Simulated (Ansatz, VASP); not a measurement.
## Pb: VASP beside Ansatz

INCAR

```
SYSTEM = Pb
ALGO = Normal ; EDIFF = 1E-6
ENCUT = 520 ; GGA = CA
ISIF = 2 ; ISMEAR = 0
LASPH = .True. ; LCHARG = .False.
LREAL = .False. ; LWAVE = .False.
NBANDS = 13 ; NELM = 80
PREC = Accurate ; SIGMA = 0.15
```

Contents of KPOINTS:

```
k-points
0
Gamma
  9 9 9
  0 0 0
```

The input POSCAR:

```
Pb
1.0
    0.0000000000      2.5075897876      2.5075897876
    2.5075897876      0.0000000000      2.5075897876
    2.5075897876      2.5075897876      0.0000000000
Pb
1
Direct
    0.0000000000      0.0000000000      0.0000000000
```

The input input.yaml:

```yaml
crystal:
  lattice:
    - [0.0, 2.5075897876, 2.5075897876]
    - [2.5075897876, 0.0, 2.5075897876]
    - [2.5075897876, 2.5075897876, 0.0]
  atoms:
    - { symbol: Pb, position: [0.0, 0.0, 0.0] }
kpoints:
  mp_grid: { grid: [9, 9, 9] }
scf:
  occupations: { method: gaussian, width: 0.15 }
hamiltonian:
  xc: lda
  pseudopotentials: { kind: all_electron, lapw: { basis_error: 0.001 } }
output:
  forces: true
  stress: true
  eigenvalues: true
```

Change from the starting cell: volume scaled by 1.04.

Alike in both runs: task single point; functional LDA; k mesh 9 × 9 × 9; occupations gaussian, width 0.15 eV; no spin polarisation.

|  | VASP | Ansatz |
| --- | --- | --- |
| version | VASP 6.6.1 | Ansatz 0.2.0 |
| potentials or method | VASP PAW LDA potentials, release 64 (Pb_d) | all-electron LAPW, scalar-relativistic |
| plane-wave cutoff (eV) | 520 | see its input |

|  | VASP | Ansatz | Ansatz less VASP |
| --- | --- | --- | --- |
| gap on the k mesh at the Fermi level (eV) | none | none | - |
| pressure (GPa) | -3.6 | -3.7 | -0.08 |

A gap of «none» marks a metal or a gap that the smearing closes. Ansatz ran all-electron here, so the differences hold the error of VASP's frozen core and of both bases.

Spin-orbit coupling is left out, which matters for the levels of Pb.
